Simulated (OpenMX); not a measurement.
AlRu:

```
Ru Al
1.0
     2.99160    0.00000    0.00000
     0.00000    2.99160    0.00000
     0.00000    0.00000    2.99160
Ru Al
1 1
Direct
  0.50000 0.50000 0.50000
  0.00000 0.00000 0.00000
```

Base run:

- Program: OpenMX 3.8.5
- Functional: PBE
- Dispersion: D4
- Potentials or basis: OpenMX 2013 PBE set, Ru7.0-s3p2d2, Al7.0-s2p2d1, grid cutoff 400 Ry
- k mesh: 7 × 7 × 7
- Occupations: fermi-dirac, width 0.05 eV
- Spin: no spin polarisation

Its results: band gap on the k mesh none (metal or under the smearing width); pressure -1.3 GPa.

**Question.** The run is repeated on the same cell with these changes: dispersion from D4 to none. What comes out?

**Answer.** Band gap on the k mesh none (metal or under the smearing width); pressure 4.2 GPa.

Dispersion adds attraction, which lowers the pressure at fixed volume and, as a term added to the energy, leaves the levels alone.

Caveats: the basis of atomic orbitals isn't converged, which shifts pressures, moduli and gaps; pairwise dispersion overbinds metals, which lowers pressure and volume (some runs).

Not every run made on this cell is shown here.
